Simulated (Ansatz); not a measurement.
# P (simple hexagonal type): how the settings move a relaxation

How sensitive is a relaxation of P (simple hexagonal type) to its settings? A reference run comes first, then one run with altered input.

Computed with Ansatz 0.2.0 (reference: DFT, PBE, PAW with Ansatz's default frozen-core files, scalar-relativistic, unless a step's input says otherwise).

**1. The starting structure**

Symmetry: P6/mmm, No. 191, hexagonal system. Conventional cell: a = 2.555 Å, b = 2.555 Å, c = 2.399 Å, α = 90.00°, β = 90.00°, γ = 120.00°. P (site symmetry 6/mmm) has 8 P at 2.40 to 2.55 Å as nearest neighbours.

Structure file:

```cif
data_structure
_symmetry_space_group_name_H-M 'P 1'
_symmetry_Int_Tables_number 1
_cell_length_a 2.5546
_cell_length_b 2.5546
_cell_length_c 2.3991
_cell_angle_alpha 90.000
_cell_angle_beta 90.000
_cell_angle_gamma 120.000
_cell_volume 13.56
loop_
_atom_site_label
_atom_site_type_symbol
_atom_site_fract_x
_atom_site_fract_y
_atom_site_fract_z
_atom_site_occupancy
P1 P 0.00000 0.00000 0.00000 1
```

**2. Reference**

Input file input.yaml:

```yaml
crystal:
  lattice:
    - [2.5546445521, 0.0, 0.0]
    - [-1.277322276, 2.2123870798, 0.0]
    - [0.0, 0.0, 2.3990688112]
  atoms:
    - { symbol: P, position: [0.0, 0.0, 0.0] }
kpoints:
  mp_grid: { grid: [18, 18, 17] }
scf:
  occupations: { method: fermi_dirac, width: 0.05 }
hamiltonian:
  xc: pbe
  pseudopotentials: { kind: paw }
output:
  forces: true
  stress: true
relax:
  f_tol: 0.005
  max_steps: 30
  cell: { stress_tol: 0.04, fix: [volume] }
```

Started as:

```
$ ansatz run input.yaml --threads 1 --pin off --max-ram 2048MiB --backend cpu --events-out ev --progress --plain --runs-dir out
```

**3. Variant: preconditioner kerker_dos, ecutwfc 44.1 Ry**

input.yaml, as its differences from that of step 2:

```diff
@@ -11,2 +11,3 @@
   occupations: { method: fermi_dirac, width: 0.05 }
+  mixing: { preconditioner: kerker_dos }
 hamiltonian:
@@ -17,2 +18,6 @@
   stress: true
+  write_density: true
+  write_potential: true
+  elf: true
+  volumetric_format: npy
 relax:
@@ -21 +26,3 @@
   cell: { stress_tol: 0.04, fix: [volume] }
+basis:
+  ecutwfc: "44.1 Ry"
```

Before running it: what results should come out? Wanted: for each run, ending; energy change; pressure; gap; force.

The runs gave:

| run | ending | energy change | pressure (GPa) | gap (eV) | force (eV/Å) | cycles | time |
| --- | --- | --- | --- | --- | --- | --- | --- |
| reference | converged | 0 | 9.7 | 0.00 | 0.00 | 14 | 5.8 s |
| 1: preconditioner kerker_dos, ecutwfc 44.1 Ry | converged | -0.4 meV/atom | 9.7 | 0.00 | 0.00 | 14 | 9.8 s |

Times don't compare one to one where runs were asked for different outputs or read a saved state (see the inputs); cycles may leave out searches for a lower state.

**Reading.** Changing the mixing and cutoff hardly moves the energy: -0.4 meV/atom. Semilocal functionals close small gaps, so the missing gap need not be the real solid's.
